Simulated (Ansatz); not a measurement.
# Au: changing spin-orbit coupling

The structure is cubic, space group Im-3m (No. 229). Conventional cell: a = 3.315 Å, b = 3.315 Å, c = 3.315 Å, α = 90.00°, β = 90.00°, γ = 90.00°. Au (site symmetry m-3m) is surrounded by 8 Au at 2.87 Å.

This isn't the form of Au at room conditions, which is fcc.

Kept alike: task band structure; functional PBEsol; k mesh 11 × 11 × 11; occupations fermi-dirac, width 0.05 eV. Program: Ansatz, Ansatz PAW, cutoff 420 eV. The mesh is that of the run's cell of 1 atom.

| spin-orbit coupling | pressure (GPa) |
| --- | --- |
| off | -8.88 |
| on | -10.36 |

Pressure is positive in compression, with a Pulay correction for the finite cutoff. For a metal such a mesh leaves the last digits unconverged. All rows use potentials made for PBE.

What does spin-orbit coupling change here?

The pressure runs from -10.36 (on) to -8.88 GPa (off).
